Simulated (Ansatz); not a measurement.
AlRu:

```xyz
2
Lattice="2.9916 0.0000 0.0000 0.0000 2.9916 0.0000 0.0000 0.0000 2.9916" Properties=species:S:1:pos:R:3 pbc="T T T"
Ru    1.4958    1.4958    1.4958
Al    0.0000    0.0000    0.0000
```

Base run:

| Item | Value |
| --- | --- |
| Program | Ansatz 0.2.0 |
| Functional | LDA |
| Potentials or basis | Ansatz PAW |
| Cutoff | 420 eV (not typed: the program's choice for these potentials) |
| k mesh | 9 × 9 × 9 |
| Occupations | fermi-dirac, width 0.05 eV |
| Spin | no spin polarisation |
| Hubbard terms | Ru d U = 6 eV |

Its results: band gap on the k mesh none (metal or under the smearing width); pressure -11.3 GPa.

Problem. The run is repeated on the same cell with these changes: hubbard terms from Ru d U = 6 eV to Ru d U = 4 eV. What comes out?

Solution. Band gap on the k mesh none (metal or under the smearing width); pressure -10.7 GPa.

Caveats: U without spin polarisation on a metal has little footing; the PAW data sets come from PBE, with cores solved anew for the run's functional, which leaves a small shift of forces and pressure; the U is typed as a test and isn't derived for this compound.
